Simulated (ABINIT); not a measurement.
The system is Ge.

```xyz
4
Lattice="3.9976 0.0000 0.0000 -1.9988 3.4620 0.0000 0.0000 0.0000 6.5994" Properties=species:S:1:pos:R:3 pbc="T T T"
Ge    0.0000    2.3080    6.1843
Ge    1.9988    1.1540    2.8846
Ge    0.0000    2.3080    3.7148
Ge    1.9988    1.1540    0.4151
```

This isn't the form of Ge at room conditions, which is diamond.

Base run:

- Program: ABINIT 10.8.3 (patched build)
- Functional: PBEsol
- Potentials or basis: PseudoDojo NC SR PBEsol v0.4.1 standard
- Cutoff: 1061 eV
- k mesh: 6 × 6 × 3
- Occupations: fermi-dirac, width 0.05 eV
- Spin: no spin polarisation

Its results: band gap on the k mesh 0.17 eV, direct; pressure 0.1 GPa; largest force 0.021 eV/Å.

Question: The run is repeated on the same cell with these changes: cutoff from 1061 eV to 952 eV. What comes out?

Answer: Band gap on the k mesh 0.17 eV, direct; pressure -1.8 GPa; largest force 0.021 eV/Å.

Caveats: an odd mesh through Γ misses points on the zone boundary, where band edges often lie.

Not every run made on this cell is shown here.
